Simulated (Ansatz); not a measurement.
**Hf: stress in a strained cell**

Aim: deform Hf (equal xy, yz and zx engineering shear strains of +3 %) and compute stress, forces and field gradients with LAPW, PAW and all-electron datasets made for the crystal.

Method: DFT PBE, scalar-relativistic, in Ansatz 0.2.0.

## Step 1: The system as given

It takes space group Im-3m (No. 229, cubic). The conventional cell has a = 3.610 Å, b = 3.610 Å, c = 3.610 Å, α = 90.00°, β = 90.00°, γ = 90.00°. Around Hf (site symmetry m-3m) lie 8 Hf at 3.13 Å.

Coordinates:

```xyz
1
Lattice="-1.8050 1.8050 1.8050 1.8050 -1.8050 1.8050 1.8050 1.8050 -1.8050" Properties=species:S:1:pos:R:3 pbc="T T T"
Hf    0.0000    0.0000    0.0000
```

## Step 2: The deformed structure

Space group Im-3m before, R-3m after.

## Step 3: All-electron LAPW

The input, input.yaml:

```yaml
crystal:
  lattice:
    - [-1.75085, 1.805, 1.805]
    - [1.805, -1.75085, 1.805]
    - [1.805, 1.805, -1.75085]
  atoms:
    - { symbol: Hf, position: [0.0, 0.0, 0.0] }
kpoints:
  mp_grid: { grid: [14, 14, 14] }
  band_path:
    path:
      - [0.0, 0.0, 0.0]
      - [0.0, 0.0, 0.5]
      - [-0.5, 0.5, 0.5]
      - [-0.7422118581, 0.2577881419, 0.2577881419]
      - [0.2577881419, 0.2577881419, 0.2577881419]
      - [0.0, 0.0, 0.0]
      - [-0.5, 0.0, 0.5]
    npoints: 5
scf:
  occupations: { method: fermi_dirac, width: 0.05 }
hamiltonian:
  xc: pbe
  pseudopotentials: { kind: all_electron, lapw: { basis_error: 0.0005 } }
output:
  forces: true
  stress: true
  eigenvalues: true
```

On the command line:

```bash
> ansatz run input.yaml --threads 1 --pin off --max-ram 3072MiB --backend cpu --events-out ev --progress --plain --runs-dir out
```

## Step 4: PAW on the default files

The input, input.yaml:

```yaml
crystal:
  lattice:
    - [-1.75085, 1.805, 1.805]
    - [1.805, -1.75085, 1.805]
    - [1.805, 1.805, -1.75085]
  atoms:
    - { symbol: Hf, position: [0.0, 0.0, 0.0] }
kpoints:
  mp_grid: { grid: [14, 14, 14] }
scf:
  occupations: { method: fermi_dirac, width: 0.05 }
hamiltonian:
  xc: pbe
  pseudopotentials: { kind: paw }
output:
  forces: true
  stress: true
  eigenvalues: true
  efg: { contact_densities: true }
```

## Step 5: Datasets made for this crystal

input.yaml, as its differences from that of step 4:

```diff
@@ -13,3 +13,3 @@
   xc: pbe
-  pseudopotentials: { kind: paw }
+  pseudopotentials: { kind: all_electron, datasets: crystal }
 output:
```

(Steps that only read results are left out.)

Before running it: what results should come out? Wanted: pressure; largest shear or deviatoric stress.

The runs gave:

| quantity | value |
| --- | --- |
| pressure | LAPW -4.82, PAW -4.83, crystal datasets -4.82 GPa |
| largest shear or deviatoric stress (LAPW) | 1.50 GPa |

What this shows: The largest part of the stress beyond the pressure is 1.50 GPa in size. No run of the undeformed cell stands beside it, so the pressure holds what the given cell had before the change. PAW: stress within 0.01 GPa of LAPW. Crystal datasets: stress within 0.01 GPa of LAPW. Spin-orbit coupling is left out, though the cell holds Hf; in elements this heavy it can shift bands and gaps by tenths of an eV.
